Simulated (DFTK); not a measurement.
## BaF2 (Frankdicksonite) under changes of volume

One of the cells (19.862 Å³/atom); the others are scaled copies at fixed shape and fractional positions:

```
CELL_PARAMETERS angstrom
0.00000 3.10005 3.10005
3.10005 0.00000 3.10005
3.10005 3.10005 0.00000
ATOMIC_POSITIONS crystal
Ba 0.00000 0.00000 0.00000
F 0.75000 0.75000 0.75000
F 0.25000 0.25000 0.25000
```

```yaml
Program: DFTK 0.8.2
Functional: AM05
Potentials_or_basis: PseudoDojo 0.4 stringent (PBEsol)
Cutoff: 1143 eV
k_mesh: 5 × 5 × 5
Occupations: fermi-dirac, width 0.05 eV
Spin: no spin polarisation
```

```csv
volume (Å³/atom),energy over the lowest point (meV/atom),pressure (GPa),gap on the mesh (eV)
18.670,12.55,3.8,7.16
19.067,5.02,2.3,7.06
19.464,0.97,1.0,6.98
19.862,0.00,-0.2,6.89
20.259,?,?,?
20.656,6.01,-2.2,6.72
21.053,12.41,-3.0,6.63
```

What does the run at 20.259 Å³/atom give?

Energy over the lowest point 1.78 meV/atom; pressure -1.2 GPa; gap on the mesh 6.80 eV.

Worked out: A Birch-Murnaghan fit of order 3 (a polynomial in V^(-2/3)) to the other rows has its minimum at 19.80 Å³/atom with B0 = V·E''(V) = 56 GPa and B' = 4.8. It gives 1.78 meV/atom at 20.259 Å³/atom, against the run's 1.78, and -dE/dV = -1.2 GPa, against -1.2. A straight line through the other rows of the gap, of slope -4.37 eV per unit of ln V, gives 6.80 eV, against the run's 6.80.

Energies are extrapolated to zero smearing.

Caveats: the potentials were made for another functional, which shifts forces and pressure; spin-orbit coupling is left out, which moves the levels of the heavy elements; an odd mesh through Γ misses points on the zone boundary, where band edges often lie.
